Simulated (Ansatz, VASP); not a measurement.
# Two plane-wave programs on Cd2S

Contents of INCAR:

```
SYSTEM = Cd2S
ALGO     = Normal         ! electronic algorithm
EDIFF    = 1E-7           ! SCF threshold, eV
ENCUT    = 520            ! plane-wave cutoff, eV
GGA      = PS             ! functional
ISIF     = 2              ! what is computed and relaxed
ISMEAR   = -1             ! smearing method
LASPH    = .True.         ! aspherical terms in the spheres
LCHARG   = .False.        ! write CHGCAR
LREAL    = .False.        ! projectors in reciprocal space
LWAVE    = .False.        ! write WAVECAR
NBANDS   = 22             ! bands
NELM     = 100            ! most SCF steps
PREC     = Accurate       ! precision mode
SIGMA    = 0.05           ! smearing width, eV
```

KPOINTS

```
k-points
0
Gamma
  8 8 5
  0 0 0
```

The input POSCAR:

```
Cd2S
1.0
    3.9360741467      0.0000000000      0.0000000000
   -1.9680370733      3.4087402022      0.0000000000
    0.0000000000      0.0000000000      5.7702029595
Cd S
2 1
Direct
    0.3333333333      0.6666666667      0.9327170000
    0.6666666667      0.3333333333      0.5787350000
    0.3333333333      0.6666666667      0.3657050000
```

Contents of input.yaml:

```yaml
crystal:
  lattice:
    - [3.9360741467, 0.0, 0.0]
    - [-1.9680370733, 3.4087402022, 0.0]
    - [0.0, 0.0, 5.7702029595]
  atoms:
    - { symbol: Cd, position: [0.3333333333, 0.6666666667, 0.932717] }
    - { symbol: Cd, position: [0.6666666667, 0.3333333333, 0.578735] }
    - { symbol: S, position: [0.3333333333, 0.6666666667, 0.365705] }
hamiltonian:
  xc: pbesol
  pseudopotentials: { kind: paw }
kpoints:
  mp_grid: { grid: [8, 8, 5] }
scf:
  occupations: { method: fermi_dirac, width: 0.05 }
output:
  forces: true
  stress: true
  eigenvalues: true
```

Change from the starting cell: volume scaled by 0.98.

Alike in both runs: task single point; functional PBEsol; k mesh 8 × 8 × 5; occupations fermi-dirac, width 0.05 eV; no spin polarisation.

|  | VASP | Ansatz |
| --- | --- | --- |
| version | VASP 6.6.1 | Ansatz 0.2.0 |
| potentials or method | VASP PAW PBE potentials, release 64 (Cd, S) | Ansatz PAW |
| plane-wave cutoff (eV) | 520 | 420 |
| valence electrons in the cell | 30 | 46 |

|  | VASP | Ansatz | Ansatz less VASP |
| --- | --- | --- | --- |
| gap on the k mesh at the Fermi level (eV) | 0.21 | 0.21 | +0.001 |
| least direct gap on the mesh (eV) | 0.57 | 0.57 | 0.000 |
| pressure (GPa) | -1.9 | -2.2 | -0.30 |
| largest component of the traceless stress (GPa) | 0.18 | 0.27 | +0.094 |
| rms of the force components (eV/Å) | 0.032 | 0.036 | +0.0041 |

Atom by atom the forces differ by 0.012 eV/Å (rms over components). With one functional, cell and mesh, what is left measures potentials, basis and numerics. The two sets of potentials don't hold the same shells in valence.

Caveats: the PAW data sets were made with another functional, which shifts forces and pressure a little (VASP); an odd mesh through Γ misses points on the zone boundary, where band edges often lie (VASP); odd divisions of the mesh miss points on the zone boundary, where band edges often lie, so the gap on the mesh can be too wide (Ansatz); the PAW data sets come from PBE, with cores solved anew for the run's functional, which leaves a small shift of forces and pressure (Ansatz).
